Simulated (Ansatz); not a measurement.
# YN: band gap under strain

How does strain move the band edges of YN (rocksalt), and do the functionals agree on it? States: -2.0 % equal strain in all directions; -1.0 % equal strain in all directions; +1.0 % equal strain in all directions.

The runs shown are made with Ansatz 0.2.0. PAW datasets, plane waves. Computed at 0 K without zero-point motion; spin polarisation is off.

## 1. The cell

The unstrained cell was relaxed with r2SCAN; in each strained cell the atoms were relaxed again with r2SCAN. Names of k-points are those of the unstrained zone, where strain can split equivalent points. First state: -2.0 % equal strain in all directions.

It is cubic, Fm-3m (No. 225); a = 4.798 Å in the conventional setting, 13.81 Å³ an atom. Around Y lie 6 N at 2.40 Å; around N lie 6 Y at 2.40 Å.

Structure file:

```cif
data_structure
_symmetry_space_group_name_H-M 'P 1'
_symmetry_Int_Tables_number 1
_cell_length_a 3.3928
_cell_length_b 3.3928
_cell_length_c 3.3928
_cell_angle_alpha 60.000
_cell_angle_beta 60.000
_cell_angle_gamma 60.000
_cell_volume 27.62
loop_
_atom_site_label
_atom_site_type_symbol
_atom_site_fract_x
_atom_site_fract_y
_atom_site_fract_z
_atom_site_occupancy
Y1 Y 0.00000 0.00000 0.00000 1
N1 N 0.50000 0.50000 0.50000 1
```

From earlier runs on the unstrained cell: PBE 0.20 eV, r2SCAN 0.58 eV, HSE06 1.09 eV, r2SCAN+SOC 0.56 eV; a = 4.896 Å.

## 2. -2.0 % equal strain in all directions: PBE

input.yaml

```yaml
crystal:
  lattice:
    - [0.0, 2.3990871798, 2.3990871798]
    - [2.3990871798, 0.0, 2.3990871798]
    - [2.3990871798, 2.3990871798, 0.0]
  atoms:
    - { symbol: "Y", position: [0.0, 0.0, 0.0] }
    - { symbol: "N", position: [0.5, 0.5, 0.5] }
kpoints:
  mp_grid: { grid: [10, 10, 10] }
  band_path:
    path:
      - [0.0, 0.0, 0.0]
      - [0.5, 0.0, 0.5]
      - [0.625, 0.25, 0.625]
      - [0.375, 0.375, 0.75]
      - [0.5, 0.5, 0.5]
      - [0.5, 0.25, 0.75]
      - [0.0, 0.5, 0.5]
    npoints: 1
hamiltonian:
  xc: pbe
scf:
  occupations: { method: fermi_dirac, width: 0.02 }
  n_extra_bands: 4
output:
  forces: true
  stress: true
  eigenvalues: true
```

Launch:

```sh
> ansatz run input.yaml --threads 2 --pin off --max-ram 20275MiB --backend cpu --events-out ev --progress --plain --runs-dir out
```

The runs that follow: -2.0 % equal strain in all directions: r2SCAN; -2.0 % equal strain in all directions: HSE06; -2.0 % equal strain in all directions: r2SCAN+SOC; -1.0 % equal strain in all directions: PBE; -1.0 % equal strain in all directions: r2SCAN; -1.0 % equal strain in all directions: HSE06; -1.0 % equal strain in all directions: r2SCAN+SOC; +1.0 % equal strain in all directions: PBE; +1.0 % equal strain in all directions: r2SCAN; +1.0 % equal strain in all directions: HSE06; +1.0 % equal strain in all directions: r2SCAN+SOC.

What does the calculation give?

As calculated:

Least gap in eV (negative: overlap), with the change from the unstrained cell in brackets:

```
                                state  volume change (%)           PBE        r2SCAN         HSE06
-2.0 % equal strain in all directions               -5.9  0.09 (-0.11)  0.47 (-0.11)  0.98 (-0.11)
-1.0 % equal strain in all directions               -3.0  0.15 (-0.05)  0.53 (-0.05)  1.04 (-0.05)
+1.0 % equal strain in all directions               +3.0  0.25 (+0.05)  0.63 (+0.05)  1.14 (+0.05)
```

In words: The largest move of the HSE06 gap in the table is -0.113 eV, under -2.0 % equal strain in all directions. PBE and HSE06 differ by 0.90 eV on the unstrained gap, and by at most 0.00 eV on its change: PBE follows the response to strain far better than the gap itself.
